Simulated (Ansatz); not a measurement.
Crystal: Se.

```
Se
1.0
     2.81056    0.00000    0.00000
     0.00000    2.81056    0.00000
     0.00000    0.00000    2.81056
Se
1
Direct
  0.00000 0.00000 0.00000
```

This isn't the form of Se at room conditions, which is trigonal, of chains.

* Program: Ansatz 0.2.0
* Task: relaxation of cell and atoms
* Functional: LDA
* Potentials or basis: Ansatz PAW
* Cutoff: 420 eV (not typed: the program's choice for these potentials)
* k mesh: 7 × 7 × 7
* Occupations: fermi-dirac, width 0.05 eV
* Spin: no spin polarisation

At the start: volume 22.20 Å³/atom.

How do energy, volume and symmetry change on relaxing?

It ends after 5 steps and the volume is 21.13 Å³/atom (-4.8 %); space group Pm-3m (No. 221, to 0.05 Å).

Step by step:
| step | energy change (eV) | largest force (eV/Å) | volume (Å³) |
| --- | --- | --- | --- |
| 1 | 0.0000 | 0.0000 | 22.20 |
| 2 | -0.0045 | 0.0000 | 20.31 |
| 3 | -0.0133 | 0.0000 | 21.20 |
| 4 | -0.0134 | 0.0000 | 21.13 |
| 5 | -0.0131 | 0.0000 | 21.13 |

Final structure:
```
Se
1.0
     2.76461    0.00000    0.00000
     0.00000    2.76461    0.00000
     0.00000    0.00000    2.76461
Se
1
Cartesian
  0.0000 0.0000 0.0000
```

Caveat: the plane-wave basis is chosen anew once the cell has moved, so the energies of steps on either side of that aren't comparable; the PAW data sets come from PBE, with cores solved anew for the run's functional, which leaves a small shift of forces and pressure.
